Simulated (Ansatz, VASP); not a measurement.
**Two plane-wave programs on GaP**

```
CELL_PARAMETERS angstrom
0.00000 2.76944 2.76944
2.76944 0.00000 2.76944
2.76944 2.76944 0.00000
ATOMIC_POSITIONS crystal
Ga 0.00000 0.00000 0.00000
P 0.25000 0.25000 0.25000
```

Alike in both runs: task relaxation of cell and atoms; functional PBE; k mesh 8 × 8 × 8; occupations gaussian, width 0.02 eV; no spin polarisation.

```csv
,VASP,Ansatz
version,VASP 6.6.1,Ansatz 0.2.0
potentials or method,"VASP PAW PBE potentials, release 64 (Ga_d, P)","scalar-relativistic, plane waves, PAW"
plane-wave cutoff (eV),600,420
valence electrons in the cell,18,18
```

|  | VASP | Ansatz | Ansatz less VASP |
| --- | --- | --- | --- |
| gap on the k mesh at the Fermi level, each at its own relaxed structure (eV) | 1.58 | 1.58 | +0.002 |
| relaxed volume (Å³/atom) | 20.86 | 20.86 | +0.001 |
| relaxed cell length with the largest relative difference (Å) | 3.893 | 3.893 | +0.0001 |
| energy change over the relaxation (meV/atom) | -2 | -2 | +0.1 |

A k mesh can miss the band edges.
